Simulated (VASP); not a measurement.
Here is a VASP 6.6.1 calculation.

INCAR

```
ALGO = Normal
EDIFF = 1E-6
ENCUT = 520
GGA = PE
ISIF = 2
ISMEAR = 0
LASPH = T
LCHARG = F
LREAL = F
LWAVE = F
NBANDS = 14
NELM = 60
PREC = Accurate
SIGMA = 0.05
```

The input KPOINTS:

```
k-points
0
Gamma
  14 14 14
```

The input POSCAR:

```
Bi
1.0
    0.0000000000      2.6057589310      2.6057589310
    2.6057589310      0.0000000000      2.6057589310
    2.6057589310      2.6057589310      0.0000000000
Bi
1
Direct
    0.0000000000      0.0000000000      0.0000000000
```

Potentials or basis: VASP PAW PBE potentials, release 64 (Bi_d).

Launch:

```sh
$ cat potpaw_PBE.64/Bi_d/POTCAR > POTCAR
$ mpirun -np 1 vasp_std > vasp.out
```

Question: Predict the band gap on the k mesh.

Answer: None (metal or under the smearing width).

Question: Predict the pressure.

Answer: -4.3 GPa.

Caveat: spin-orbit coupling is left out, which moves the levels of the heavy elements.
